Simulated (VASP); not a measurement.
# TiO2 (P4_2/mnm) in VASP: further runs

One crystal, TiO2, is run at these levels: PBE; tasks: single point.

Program: VASP 6.6.1. These are calculated values, not measurements. Logs are shortened: lines on timing, memory, paths and dates and some standing lists are left out, and cuts for length are marked.

## Step 1: The undisturbed crystal

It takes space group P4_2/mnm (No. 136, tetragonal). The conventional cell has a = 4.600 Å, b = 4.600 Å, c = 2.959 Å, α = 90.00°, β = 90.00°, γ = 90.00°. Ti (site symmetry mmm) has 6 O at 1.95 to 1.98 Å as nearest neighbours. O (site symmetry m2m) is surrounded by 3 Ti at 1.95 to 1.98 Å.

The cell is a database's computed one.

## Step 2: Single point, PBE

INCAR

```
  ADDGRID = False
  ALGO = Normal
  EDIFF = 1E-7
  ENCUT = 460
  GGA = PE
  ISIF = 2
  ISMEAR = 0
  LASPH = True
  LCHARG = False
  LREAL = False
  LWAVE = False
  NBANDS = 33
  NELM = 100
  PREC = Normal
  SIGMA = 0.05
```

KPOINTS

```
k-points
0
Gamma
  3 3 4
```

POSCAR

```
TiO2
1.0
    4.5998373239      0.0000000000      0.0000000000
    0.0000000000      4.5998373239      0.0000000000
    0.0000000000      0.0000000000      2.9592135600
Ti O
2 4
Direct
    0.0158320000      0.0032400000      0.4722370000
    0.5214710000      0.5093840000      0.0048770000
    0.3233600000      0.3195450000      0.4593590000
    0.1957040000      0.8057180000      0.0434810000
    0.7872850000      0.2085030000     -0.0059320000
    0.6699180000      0.6742240000      0.5240680000
```

Potentials or basis: VASP PAW PBE potentials, release 64 (Ti_sv, O).

The run is started by

```bash
cat potpaw_PBE.64/Ti_sv/POTCAR potpaw_PBE.64/O/POTCAR > POTCAR
mpirun -np 1 vasp_std > vasp.out
```

OUTCAR:

```text
EDIFF = 1E-7
   ENCUT = 460
   GGA = PE
   ISIF = 2
   ISMEAR = 0
   LASPH = True
   LREAL = False
   NELM = 100
   PREC = Normal

 Found     19 irreducible k-points:

 Following reciprocal coordinates:
            Coordinates               Weight
  0.000000  0.000000  0.000000      1.000000
  0.333333  0.000000  0.000000      2.000000
  0.000000  0.333333  0.000000      2.000000
  0.333333  0.333333  0.000000      2.000000
 -0.333333  0.333333  0.000000      2.000000
  0.000000  0.000000  0.250000      2.000000
   k-points           NKPTS =     19   k-points in BZ     NKDIM =     19   number of bands    NBANDS=     33
   number of dos      NEDOS =    301   number of ions     NIONS =      6
   total plane-waves  NPLWV =   9216
   dimension x,y,z NGX =    24 NGY =   24 NGZ =   16
   dimension x,y,z NGXF=    48 NGYF=   48 NGZF=   32
   ions per type =               2   4
   NGX,Y,Z   is equivalent  to a cutoff of   8.67,  8.67,  8.99 a.u.
   NGXF,Y,Z  is equivalent  to a cutoff of  17.35, 17.35, 17.98 a.u.
 SYSTEM =  unknown system
   PREC   = normal    normal or accurate (medium, high low for compatibility)
   ISTART =      0    job   : 0-new  1-cont  2-samecut
   ICHARG =      2    charge: 1-file 2-atom 10-const
   ISPIN  =      1    spin polarized calculation?
   LNONCOLLINEAR =      F non collinear calculations
   LSORBIT =      F    spin-orbit coupling
   LASPH  =      T    aspherical Exc in radial PAW
   ENCUT  =  460.0 eV  33.81 Ry    5.81 a.u.   8.04  8.04  5.18*2*pi/ulx,y,z
   NELM   =    100;   NELMIN=  2; NELMDL= -5     # of ELM steps
   EDIFF  = 0.1E-06   stopping-criterion for ELM
   LREAL  =      F    real-space projection
   EDIFFG = 0.1E-05   stopping-criterion for IOM
   NSW    =      0    number of steps for IOM
   IBRION =     -1    ionic relax: 0-MD 1-quasi-New 2-CG
   NFREE  =      0    steps in history (QN), initial steepest desc. (CG)
   ISIF   =      2    stress and relaxation
   ISYM   =      2    0-nonsym 1-usesym 2-fastsym
   POTIM  = 0.5000    time-step for ionic-motion
   TEBEG  =    0.0;   TEEND  =   0.0 temperature during run
   PSTRESS=    0.0 pullay stress
   NELECT =      48.0000    total number of electrons
   NUPDOWN=      -1.0000    fix difference up-down
   EMIN   =  10.00;   EMAX   =-10.00  energy-range for DOS
   EFERMI =   0.00;   METHOD = LEGACY
   ISMEAR =     0;   SIGMA  =   0.05  broadening in eV -4-tet -1-fermi 0-gaus
   EFERMI_NEDOS =   21; number of points for ismear=-14 and -15
   IALGO  =     38    algorithm
   IMIX   =      4    mixing-type and parameters
     AMIX     =   0.40;   BMIX     =  1.00
     AMIX_MAG =   1.60;   BMIX_MAG =  1.00
  volume/ion in A,a.u.               =      10.44        70.42
  Fermi-wavevector in a.u.,A,eV,Ry     =   1.498309  2.831394 30.544140  2.244931
  Thomas-Fermi vector in A             =   2.610085
   LORBIT       =      0    0 simple, 1 ext, 2 COOP (PROOUT), +10 PAW based schemes
   GGA     = PE    functional components
   LHFCALC =     F    Hartree Fock is set to
   AEXX    =    0.0000 exact exchange contribution
   IVDW    =     0    specifies the selected vdW correction
   LEPSILON=     F    determine dielectric tensor
   LRPA    =     F    only Hartree local field effects (RPA)
 non-spin polarized calculation
 Gauss-broadening in eV      SIGMA  =   0.05
  energy-cutoff  :      460.00
  volume of cell :       62.61
 maximum number of plane-waves:      1415
   NGX = 17   NGY = 17   NGZ = 11

 number of electron      48.0000003 magnetization

 Free energy of the ion-electron system (eV)
  ---------------------------------------------------
  ext. energy  EPLUGINS =         0.00000000
  ---------------------------------------------------
  free energy    TOTEN  =       -52.57141843 eV

  energy without entropy =      -52.57141843  energy(sigma->0) =      -52.57141843

 E-fermi :   5.1764     XC(G=0): -11.3495

 val. band max:        4.9087375247   @ k =   0.0000   0.0000   0.0000
 cond. band min:       6.8669609318   @ k =   0.0000   0.3333   0.5000
 fundamental gap:      1.9582234071
 Fermi energy:         5.1764482204

 k-point     1 :       0.0000    0.0000    0.0000
  band No.  band energies     occupation
      1     -52.2828      2.00000
      2     -51.4338      2.00000
      3     -28.5802      2.00000
      4     -28.4366      2.00000
      5     -28.4040      2.00000
      6     -27.8281      2.00000
[... 25 lines left out ...]
     32      10.9646      0.00000
     33      12.3084      0.00000

 k-point     2 :       0.3333    0.0000    0.0000
  band No.  band energies     occupation
      1     -52.2826      2.00000
      2     -51.4337      2.00000
      3     -28.5754      2.00000
      4     -28.4325      2.00000
      5     -28.4030      2.00000
      6     -27.8352      2.00000
[... 25 lines left out ...]
     32      10.7313      0.00000
     33      12.1988      0.00000

 k-point     3 :       0.0000    0.3333    0.0000
  band No.  band energies     occupation
      1     -52.2826      2.00000
      2     -51.4337      2.00000
      3     -28.5756      2.00000
      4     -28.4320      2.00000
      5     -28.4033      2.00000
      6     -27.8357      2.00000
[... 25 lines left out ...]
     32      10.7391      0.00000
     33      12.1736      0.00000

 k-point     4 :       0.3333    0.3333    0.0000
  band No.  band energies     occupation
      1     -52.2826      2.00000
      2     -51.4337      2.00000
      3     -28.5832      2.00000
      4     -28.4343      2.00000
      5     -28.4033      2.00000
      6     -27.8352      2.00000
[... 25 lines left out ...]
     32      11.0964      0.00000
     33      11.6676      0.00000

 k-point     5 :      -0.3333    0.3333    0.0000
  band No.  band energies     occupation
      1     -52.2826      2.00000
      2     -51.4337      2.00000
      3     -28.5770      2.00000
      4     -28.4403      2.00000
      5     -28.4036      2.00000
      6     -27.8280      2.00000
[... 25 lines left out ...]
     32      10.7004      0.00000
     33      11.8998      0.00000

 k-point     6 :       0.0000    0.0000    0.2500
  band No.  band energies     occupation
      1     -52.2634      2.00000
      2     -51.4092      2.00000
      3     -28.6499      2.00000
      4     -28.4956      2.00000
      5     -28.4153      2.00000
      6     -27.9734      2.00000
[... 25 lines left out ...]
     32      10.6556      0.00000
     33      11.5225      0.00000

 [... further k-points ...]

------------------------ aborting loop because EDIFF is reached ----------------------------------------

  FORCE on cell =-STRESS in cart. coord.  units (eV):
  Direction    XX          YY          ZZ          XY          YZ          ZX
  --------------------------------------------------------------------------------------
  -------------------------------------------------------------------------------------
  Total        4.9343170      5.4814427      8.0398132     -0.2337861     -0.4028702     -3.1661785
  in kB      126.2630797    140.2633500    205.7288917     -5.9822964    -10.3089521    -81.0185992
  external PRESSURE =     157.4184405 kB  Pullay stress =       0.0000000 kB

 VOLUME and BASIS-vectors are now :
 -----------------------------------------------------------------------------
  energy-cutoff  :      460.00
  volume of cell :       62.61
      direct lattice vectors                 reciprocal lattice vectors
     4.599837324  0.000000000  0.000000000     0.217398993  0.000000000  0.000000000
     0.000000000  4.599837324  0.000000000     0.000000000  0.217398993  0.000000000
     0.000000000  0.000000000  2.959213560     0.000000000  0.000000000  0.337927622

 POSITION                                       TOTAL-FORCE (eV/Angst)
 -----------------------------------------------------------------------------------
      0.07282      0.01490      1.39745        -0.369408      2.025202      0.554814
      2.39868      2.34308      0.01443        -1.285944     -1.285875      0.596050
      1.48740      1.46986      1.35934        -3.373188     -2.822550      1.695131
      0.90021      3.70617      0.12867        -0.663178      0.306554     -1.573804
      3.62138      0.95908      2.94166         2.234912     -2.139550      0.520023
      3.08151      3.10132      1.55083         3.456806      3.916219     -1.792215
 -----------------------------------------------------------------------------------
    total drift:                               -0.006195      0.003505     -0.004095

  FREE ENERGIE OF THE ION-ELECTRON SYSTEM (eV)
  ---------------------------------------------------
  free  energy   TOTEN  =       -52.5714184342 eV

  energy  without entropy=      -52.5714184342  energy(sigma->0) =      -52.57141843
```

Run time: 18 s. Hardware: 1 thread of Intel Xeon Platinum 8488C (Sapphire Rapids), shared host; peak memory 0.13 GiB.

These settings aren't checked as converged: the numbers below hold their error.

Results:

* Free energy: -52.5714 eV
* Pressure: 15.7 GPa
* Largest force: 5.523 eV/Å
* Band gap on the k mesh: 1.96 eV, indirect (least direct gap 1.97 eV)

Caveat: the k mesh is coarse (spacing up to 0.53 Å⁻¹), so the values aren't converged; the cutoff is under 1.25 times the usual one of these potentials, so pressure, stress and relaxed cells hold a basis-set (Pulay) error; an odd mesh through Γ misses points on the zone boundary, where band edges often lie.

## Step 3: Single point, PBE

Changes to INCAR since step 2:

```diff
@@ -2,3 +2,3 @@
   ALGO = Normal
-  EDIFF = 1E-7
+  EDIFF = 0.01
   ENCUT = 460
@@ -13,3 +13,3 @@
   NELM = 100
-  PREC = Normal
+  PREC = Accurate
   SIGMA = 0.05
```

KPOINTS is that of step 2.

POSCAR is that of step 2.

Potentials or basis: VASP PAW PBE potentials, release 64 (Ti_sv, O).

The run is started by

```bash
cat potpaw_PBE.64/Ti_sv/POTCAR potpaw_PBE.64/O/POTCAR > POTCAR
mpirun -np 1 vasp_std > vasp.out
```

OUTCAR:

```text
EDIFF = 0.01
   ENCUT = 460
   GGA = PE
   ISIF = 2
   ISMEAR = 0
   LASPH = True
   LREAL = False
   NELM = 100
   PREC = Accurate

 Found     19 irreducible k-points:

 Following reciprocal coordinates:
            Coordinates               Weight
  0.000000  0.000000  0.000000      1.000000
  0.333333  0.000000  0.000000      2.000000
  0.000000  0.333333  0.000000      2.000000
  0.333333  0.333333  0.000000      2.000000
 -0.333333  0.333333  0.000000      2.000000
  0.000000  0.000000  0.250000      2.000000
   k-points           NKPTS =     19   k-points in BZ     NKDIM =     19   number of bands    NBANDS=     33
   number of dos      NEDOS =    301   number of ions     NIONS =      6
   total plane-waves  NPLWV =  24576
   dimension x,y,z NGX =    32 NGY =   32 NGZ =   24
   dimension x,y,z NGXF=    64 NGYF=   64 NGZF=   48
   ions per type =               2   4
   NGX,Y,Z   is equivalent  to a cutoff of  11.57, 11.57, 13.48 a.u.
   NGXF,Y,Z  is equivalent  to a cutoff of  23.13, 23.13, 26.97 a.u.
 SYSTEM =  unknown system
   PREC   = accura    normal or accurate (medium, high low for compatibility)
   ISTART =      0    job   : 0-new  1-cont  2-samecut
   ICHARG =      2    charge: 1-file 2-atom 10-const
   ISPIN  =      1    spin polarized calculation?
[... 60 lines left out ...]

 k-point     1 :       0.0000    0.0000    0.0000
  band No.  band energies     occupation
      1     -52.3840      2.00000
      2     -51.4822      2.00000
      3     -28.6770      2.00000
      4     -28.5386      2.00000
      5     -28.5055      2.00000
      6     -27.8763      2.00000
[... 205 lines left out ...]
     32      10.5865      0.00000
     33      11.4795      0.00000

 [... further k-points ...]

------------------------ aborting loop because EDIFF is reached ----------------------------------------

  FORCE on cell =-STRESS in cart. coord.  units (eV):
  Direction    XX          YY          ZZ          XY          YZ          ZX
  --------------------------------------------------------------------------------------
  -------------------------------------------------------------------------------------
  Total        5.4598151      6.0084464      8.2020862     -0.3643862     -0.3856108     -3.1209232
  in kB      139.7099253    153.7487240    209.8812577     -9.3241931     -9.8673039    -79.8605695
  external PRESSURE =     167.7799690 kB  Pullay stress =       0.0000000 kB

 VOLUME and BASIS-vectors are now :
 -----------------------------------------------------------------------------
  energy-cutoff  :      460.00
  volume of cell :       62.61
      direct lattice vectors                 reciprocal lattice vectors
     4.599837324  0.000000000  0.000000000     0.217398993  0.000000000  0.000000000
     0.000000000  4.599837324  0.000000000     0.000000000  0.217398993  0.000000000
     0.000000000  0.000000000  2.959213560     0.000000000  0.000000000  0.337927622

 POSITION                                       TOTAL-FORCE (eV/Angst)
 -----------------------------------------------------------------------------------
      0.07282      0.01490      1.39745        -0.348487      2.027877      0.504747
      2.39868      2.34308      0.01443        -1.269011     -1.275226      0.589952
      1.48740      1.46986      1.35934        -3.398195     -2.845963      1.692510
      0.90021      3.70617      0.12867        -0.696460      0.336191     -1.536781
      3.62138      0.95908      2.94166         2.253618     -2.160349      0.544089
      3.08151      3.10132      1.55083         3.458534      3.917471     -1.794517
 -----------------------------------------------------------------------------------
    total drift:                               -0.005373     -0.010234      0.005137

  FREE ENERGIE OF THE ION-ELECTRON SYSTEM (eV)
  ---------------------------------------------------
  free  energy   TOTEN  =       -52.5689803410 eV

  energy  without entropy=      -52.5689803410  energy(sigma->0) =      -52.56898034
```

stdout:

```text
POSCAR found type information on POSCAR TiO
 POSCAR found :  2 types and       6 ions
 scaLAPACK will be used
 LDA part: xc-table for (Slater+PW92), standard interpolation
 POSCAR, INCAR and KPOINTS ok, starting setup
 FFT: planning ... GRIDC
 FFT: planning ... GRID_SOFT
 FFT: planning ... GRID
 WAVECAR not read
 entering main loop
```

It took 15 s on 1 thread of Intel Xeon Platinum 8488C (Sapphire Rapids), shared host; peak memory 0.17 GiB.

These settings aren't checked as converged: the numbers below hold their error.

Results:

```yaml
Free_energy: -52.5690 eV
Pressure: 16.8 GPa
Largest_force: 5.525 eV/Å
Band_gap_on_the_k_mesh: 1.89 eV, indirect (least direct gap 1.90 eV)
```

Caveat: the k mesh is coarse (spacing up to 0.53 Å⁻¹), so the values aren't converged; the cutoff is under 1.25 times the usual one of these potentials, so pressure, stress and relaxed cells hold a basis-set (Pulay) error; an odd mesh through Γ misses points on the zone boundary, where band edges often lie.

## Step 4: Single point, PBE

Changes to INCAR since step 3:

```diff
@@ -2,3 +2,3 @@
   ALGO = Normal
-  EDIFF = 0.01
+  EDIFF = 1E-4
   ENCUT = 460
```

KPOINTS is that of step 3.

POSCAR is that of step 3.

Potentials or basis: VASP PAW PBE potentials, release 64 (Ti_sv, O).

The run is started by

```bash
cat potpaw_PBE.64/Ti_sv/POTCAR potpaw_PBE.64/O/POTCAR > POTCAR
mpirun -np 1 vasp_std > vasp.out
```

OUTCAR:

```text
EDIFF = 1E-4
   ENCUT = 460
   GGA = PE
   ISIF = 2
   ISMEAR = 0
   LASPH = True
   LREAL = False
   NELM = 100
   PREC = Accurate

 Found     19 irreducible k-points:

 Following reciprocal coordinates:
            Coordinates               Weight
  0.000000  0.000000  0.000000      1.000000
  0.333333  0.000000  0.000000      2.000000
[... 300 lines left out ...]
  --------------------------------------------------------------------------------------
  -------------------------------------------------------------------------------------
  Total        5.0048732      5.5497283      8.1155114     -0.2275616     -0.3995961     -3.1651445
  in kB      128.0685252    142.0106943    207.6659150     -5.8230203    -10.2251703    -80.9921392
  external PRESSURE =     159.2483782 kB  Pullay stress =       0.0000000 kB

 VOLUME and BASIS-vectors are now :
 -----------------------------------------------------------------------------
  energy-cutoff  :      460.00
  volume of cell :       62.61
      direct lattice vectors                 reciprocal lattice vectors
     4.599837324  0.000000000  0.000000000     0.217398993  0.000000000  0.000000000
     0.000000000  4.599837324  0.000000000     0.000000000  0.217398993  0.000000000
     0.000000000  0.000000000  2.959213560     0.000000000  0.000000000  0.337927622

 POSITION                                       TOTAL-FORCE (eV/Angst)
 -----------------------------------------------------------------------------------
      0.07282      0.01490      1.39745        -0.366840      2.024514      0.551349
      2.39868      2.34308      0.01443        -1.287847     -1.289049      0.598663
      1.48740      1.46986      1.35934        -3.370573     -2.817035      1.693742
      0.90021      3.70617      0.12867        -0.661501      0.304173     -1.574152
      3.62138      0.95908      2.94166         2.232973     -2.136812      0.521735
      3.08151      3.10132      1.55083         3.453787      3.914209     -1.791338
 -----------------------------------------------------------------------------------
    total drift:                                0.000388     -0.002737     -0.001004

  FREE ENERGIE OF THE ION-ELECTRON SYSTEM (eV)
  ---------------------------------------------------
  free  energy   TOTEN  =       -52.5683358625 eV

  energy  without entropy=      -52.5683358625  energy(sigma->0) =      -52.56833586
```

stdout:

```text
POSCAR found type information on POSCAR TiO
 POSCAR found :  2 types and       6 ions
 scaLAPACK will be used
 LDA part: xc-table for (Slater+PW92), standard interpolation
 POSCAR, INCAR and KPOINTS ok, starting setup
 FFT: planning ... GRIDC
 FFT: planning ... GRID_SOFT
 FFT: planning ... GRID
 WAVECAR not read
 entering main loop
```

Wall time 18 s (1 thread of Intel Xeon Platinum 8488C (Sapphire Rapids), shared host); peak memory 0.17 GiB.

These settings aren't checked as converged: the numbers below hold their error.

Results:

```
Free energy            : -52.5683 eV
Pressure               : 15.9 GPa
Largest force          : 5.519 eV/Å
Band gap on the k mesh : 1.96 eV, indirect (least direct gap 1.97 eV)
```

Caveat: the k mesh is coarse (spacing up to 0.53 Å⁻¹), so the values aren't converged; the cutoff is under 1.25 times the usual one of these potentials, so pressure, stress and relaxed cells hold a basis-set (Pulay) error; an odd mesh through Γ misses points on the zone boundary, where band edges often lie.

## Step 5: Single point, PBE

Changes to INCAR since step 4:

```diff
@@ -2,3 +2,3 @@
   ALGO = Normal
-  EDIFF = 1E-4
+  EDIFF = 1E-6
   ENCUT = 460
```

KPOINTS is that of step 4.

POSCAR is that of step 4.

The run is started by

```bash
cat potpaw_PBE.64/Ti_sv/POTCAR potpaw_PBE.64/O/POTCAR > POTCAR
mpirun -np 1 vasp_std > vasp.out
```

Run time: 19 s. Hardware: 1 thread of Intel Xeon Platinum 8488C (Sapphire Rapids), shared host; peak memory 0.16 GiB.

These settings aren't checked as converged: the numbers below hold their error.

Results:

| Quantity | Value |
| --- | --- |
| Free energy | -52.5683 eV |
| Pressure | 15.8 GPa |
| Largest force | 5.519 eV/Å |
| Band gap on the k mesh | 1.96 eV, indirect (least direct gap 1.97 eV) |

Caveat: the k mesh is coarse (spacing up to 0.53 Å⁻¹), so the values aren't converged; the cutoff is under 1.25 times the usual one of these potentials, so pressure, stress and relaxed cells hold a basis-set (Pulay) error; an odd mesh through Γ misses points on the zone boundary, where band edges often lie.
